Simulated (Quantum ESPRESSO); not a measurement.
## P under changes of volume

One of the cells (20.458 Å³/atom); the others are scaled copies at fixed shape and fractional positions:

```
CELL_PARAMETERS angstrom
1.64774 -5.46504 0.00000
1.64774 5.46504 0.00000
0.00000 0.00000 4.54364
ATOMIC_POSITIONS crystal
P 0.90414 0.09586 0.58882
P 0.09586 0.90414 0.41118
P 0.59586 0.40414 0.08882
P 0.40414 0.59586 0.91118
```

* Program: Quantum ESPRESSO 7.5
* Functional: r2SCAN
* Potentials or basis: SG15 PBE 1.2
* Cutoff: 599 eV
* Density cutoff: 2395 eV
* k mesh: 7 × 7 × 5
* Occupations: fermi-dirac, width 0.05 eV
* Spin: no spin polarisation

```csv
volume (Å³/atom),energy over the lowest point (meV/atom),pressure (GPa),gap on the mesh (eV),largest force (eV/Å)
19.230,32.96,6.7,0.32,0.791
19.639,17.60,4.6,0.34,0.585
20.049,?,?,?,?
20.458,1.60,1.1,0.40,0.224
20.867,0.00,-0.4,0.43,0.083
21.276,2.10,-1.8,0.47,0.126
21.685,7.57,-3.0,0.50,0.258
```

Question: What does the run at 20.049 Å³/atom give?

Answer: Energy over the lowest point 7.32 meV/atom; pressure 2.8 GPa; gap on the mesh 0.37 eV; largest force 0.396 eV/Å.

Worked out: A Birch-Murnaghan fit of order 3 (a polynomial in V^(-2/3)) to the other rows has its minimum at 20.83 Å³/atom with B0 = V·E''(V) = 75 GPa and B' = 4.3 at fixed shape and positions, which overstates the stiffness. It gives 7.30 meV/atom at 20.049 Å³/atom, against the run's 7.32, and -dE/dV = 3.1 GPa, against 2.8. A straight line through the other rows of the gap, of slope 1.52 eV per unit of ln V (its deformation potential), gives 0.38 eV, against the run's 0.37.

Energies are extrapolated to zero smearing.

Caveats: the potentials were made for another functional, which shifts forces and pressure; an odd mesh through Γ misses points on the zone boundary, where band edges often lie.
